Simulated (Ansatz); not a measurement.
# HgTe: levels along high-symmetry lines

```yaml
crystal:
  lattice:
    - [0.00000, 2.92150, 2.92150]
    - [2.92150, 0.00000, 2.92150]
    - [2.92150, 2.92150, 0.00000]
  atoms:
    - { symbol: Hg, position: [0.00000, 0.00000, 0.00000] }
    - { symbol: Te, position: [0.50000, 0.50000, 0.50000] }
```

Atom numbers follow the list: Hg1, Te2.

The cell comes from COD entry 1538296, which wasn't checked; take it as a given geometry.

No spin–orbit coupling, which matters for the heavy atoms here.

These are results of DFT, PBE, all-electron LAPW, scalar-relativistic (Ansatz 0.2.0), not measurements.

The runs use a Γ-centred 12×12×12 k mesh, Fermi–Dirac smearing of 0.08 eV, basis error target 1 meV/atom, no spin polarisation.

Points in fractions of the reciprocal vectors of this cell: Γ (0, 0, 0), X (0.5, 0, 0.5), U (0.625, 0.25, 0.625), K (0.375, 0.375, 0.75), L (0.5, 0.5, 0.5), W (0.5, 0.25, 0.75). The path joins them by straight lines in the order Γ–X–U–K–Γ–L–W–X; legs that retrace an earlier one aren't tabulated. Energies are in eV from the Fermi level.

Q: Metal or insulator at this level of theory?

A: No gap opens: metallic or semimetallic.

Q: Tabulate bands 25 to 32, counted from the lowest band of the run, along the path.

A: 
```json
{"k (1/Å)": "0.00", "point": "Γ", "band 25": "-7.17", "band 26": "-7.17", "band 27": "-0.92", "band 28": "-0.92", "band 29": "-0.92", "band 30": "-0.33", "band 31": "7.79", "band 32": "7.82"}
{"k (1/Å)": "0.27", "point": "", "band 25": "-7.15", "band 26": "-7.15", "band 27": "-2.46", "band 28": "-1.17", "band 29": "-1.17", "band 30": "1.91", "band 31": "5.49", "band 32": "6.36"}
{"k (1/Å)": "0.54", "point": "", "band 25": "-7.05", "band 26": "-7.05", "band 27": "-3.37", "band 28": "-1.82", "band 29": "-1.82", "band 30": "0.93", "band 31": "5.41", "band 32": "6.23"}
{"k (1/Å)": "0.81", "point": "", "band 25": "-6.91", "band 26": "-6.91", "band 27": "-3.95", "band 28": "-2.51", "band 29": "-2.51", "band 30": "-1.91", "band 31": "4.87", "band 32": "8.92"}
{"k (1/Å)": "1.08", "point": "X", "band 25": "-6.83", "band 26": "-5.98", "band 27": "-5.16", "band 28": "-2.90", "band 29": "-2.81", "band 30": "-2.81", "band 31": "4.69", "band 32": "9.85"}
{"k (1/Å)": "1.17", "point": "", "band 25": "-6.83", "band 26": "-5.99", "band 27": "-5.11", "band 28": "-3.62", "band 29": "-2.74", "band 30": "-2.07", "band 31": "4.77", "band 32": "9.64"}
{"k (1/Å)": "1.27", "point": "", "band 25": "-6.84", "band 26": "-6.04", "band 27": "-4.95", "band 28": "-4.31", "band 29": "-2.53", "band 30": "-1.31", "band 31": "4.99", "band 32": "9.10"}
{"k (1/Å)": "1.36", "point": "", "band 25": "-6.86", "band 26": "-6.15", "band 27": "-4.86", "band 28": "-4.71", "band 29": "-2.21", "band 30": "-0.60", "band 31": "5.31", "band 32": "8.38"}
{"k (1/Å)": "1.46", "point": "U", "band 25": "-6.88", "band 26": "-6.36", "band 27": "-5.20", "band 28": "-4.42", "band 29": "-1.79", "band 30": "0.05", "band 31": "5.65", "band 32": "7.58"}
{"k (1/Å)": "1.62", "point": "", "band 25": "-6.87", "band 26": "-6.44", "band 27": "-5.35", "band 28": "-3.97", "band 29": "-2.27", "band 30": "1.14", "band 31": "5.41", "band 32": "6.70"}
{"k (1/Å)": "1.78", "point": "", "band 25": "-6.87", "band 26": "-6.45", "band 27": "-5.42", "band 28": "-3.37", "band 29": "-2.98", "band 30": "2.20", "band 31": "4.43", "band 32": "7.05"}
{"k (1/Å)": "1.95", "point": "", "band 25": "-6.87", "band 26": "-6.44", "band 27": "-5.35", "band 28": "-3.97", "band 29": "-2.27", "band 30": "1.14", "band 31": "5.41", "band 32": "6.70"}
{"k (1/Å)": "2.11", "point": "K", "band 25": "-6.88", "band 26": "-6.36", "band 27": "-5.20", "band 28": "-4.42", "band 29": "-1.79", "band 30": "0.05", "band 31": "5.65", "band 32": "7.58"}
{"k (1/Å)": "2.40", "point": "", "band 25": "-6.96", "band 26": "-6.82", "band 27": "-5.25", "band 28": "-3.30", "band 29": "-0.31", "band 30": "1.70", "band 31": "5.24", "band 32": "5.32"}
{"k (1/Å)": "2.68", "point": "", "band 25": "-7.06", "band 26": "-6.97", "band 27": "-4.54", "band 28": "-2.10", "band 29": "0.38", "band 30": "3.38", "band 31": "3.89", "band 32": "4.65"}
{"k (1/Å)": "2.97", "point": "", "band 25": "-7.14", "band 26": "-7.12", "band 27": "-2.95", "band 28": "-1.21", "band 29": "-0.42", "band 30": "1.81", "band 31": "5.86", "band 32": "6.20"}
{"k (1/Å)": "3.25", "point": "Γ", "band 25": "-7.17", "band 26": "-7.17", "band 27": "-0.92", "band 28": "-0.92", "band 29": "-0.92", "band 30": "-0.33", "band 31": "7.79", "band 32": "7.82"}
{"k (1/Å)": "3.49", "point": "", "band 25": "-7.14", "band 26": "-7.14", "band 27": "-2.68", "band 28": "-0.75", "band 29": "-0.75", "band 30": "1.32", "band 31": "6.11", "band 32": "6.89"}
{"k (1/Å)": "3.72", "point": "", "band 25": "-7.06", "band 26": "-7.06", "band 27": "-4.49", "band 28": "-0.32", "band 29": "-0.32", "band 30": "2.56", "band 31": "4.84", "band 32": "5.43"}
{"k (1/Å)": "3.95", "point": "", "band 25": "-6.97", "band 26": "-6.97", "band 27": "-5.70", "band 28": "0.18", "band 29": "0.18", "band 30": "2.64", "band 31": "4.26", "band 32": "4.26"}
{"k (1/Å)": "4.19", "point": "L", "band 25": "-6.94", "band 26": "-6.94", "band 27": "-6.05", "band 28": "0.44", "band 29": "0.44", "band 30": "2.47", "band 31": "3.78", "band 32": "3.78"}
{"k (1/Å)": "4.38", "point": "", "band 25": "-6.93", "band 26": "-6.93", "band 27": "-6.01", "band 28": "-0.61", "band 29": "-0.09", "band 30": "2.69", "band 31": "3.12", "band 32": "4.54"}
{"k (1/Å)": "4.57", "point": "", "band 25": "-6.91", "band 26": "-6.83", "band 27": "-5.86", "band 28": "-2.12", "band 29": "-1.47", "band 30": "2.26", "band 31": "3.75", "band 32": "6.30"}
{"k (1/Å)": "4.76", "point": "", "band 25": "-6.87", "band 26": "-6.45", "band 27": "-5.42", "band 28": "-3.37", "band 29": "-2.98", "band 30": "2.20", "band 31": "4.43", "band 32": "7.05"}
{"k (1/Å)": "4.95", "point": "W", "band 25": "-6.83", "band 26": "-6.14", "band 27": "-4.84", "band 28": "-3.95", "band 29": "-3.95", "band 30": "2.21", "band 31": "4.84", "band 32": "6.84"}
{"k (1/Å)": "5.08", "point": "", "band 25": "-6.83", "band 26": "-6.12", "band 27": "-4.75", "band 28": "-4.38", "band 29": "-3.52", "band 30": "1.29", "band 31": "5.84", "band 32": "5.95"}
{"k (1/Å)": "5.22", "point": "", "band 25": "-6.83", "band 26": "-6.06", "band 27": "-4.77", "band 28": "-4.44", "band 29": "-3.16", "band 30": "-0.19", "band 31": "5.27", "band 32": "7.53"}
{"k (1/Å)": "5.35", "point": "", "band 25": "-6.83", "band 26": "-6.00", "band 27": "-5.05", "band 28": "-3.81", "band 29": "-2.90", "band 30": "-1.62", "band 31": "4.84", "band 32": "9.11"}
{"k (1/Å)": "5.48", "point": "X", "band 25": "-6.83", "band 26": "-5.98", "band 27": "-5.16", "band 28": "-2.90", "band 29": "-2.81", "band 30": "-2.81", "band 31": "4.69", "band 32": "9.85"}
```
